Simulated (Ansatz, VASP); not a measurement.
## S in VASP and in Ansatz

```
S
1.0
     1.92982    1.11418    3.12875
    -1.92982    1.11418    3.12875
     0.00000   -2.22837    3.12875
S
2
Direct
  0.19712 0.19712 0.19712
  0.80288 0.80288 0.80288
```

Alike in both runs: functional PBEsol; k mesh 6 × 6 × 6; occupations gaussian, width 0.1 eV; no spin polarisation.

Ansatz relaxed the structure, and its values are those at the end. VASP's run is a single point on that final structure, the one shown.

|  | VASP | Ansatz |
| --- | --- | --- |
| version | VASP 6.6.1 | Ansatz 0.2.0 |
| potentials or method | VASP PAW PBE potentials, release 64 (S) | scalar-relativistic, plane waves, PAW |
| plane-wave cutoff (eV) | 520 | 420 |
| valence electrons in the cell | 12 | 12 |

|  | VASP | Ansatz | Ansatz less VASP |
| --- | --- | --- | --- |
| gap on the k mesh at the Fermi level (eV) | none | none | - |
| pressure (GPa) | -0.1 | -0.1 | -0.01 |
| rms of the force components (eV/Å) | 0.005 | 0.002 | -0.0024 |

A gap of «none» marks a metal or a gap that the smearing closes.

Caveats: the PAW data sets were made with another functional, which shifts forces and pressure a little (VASP).
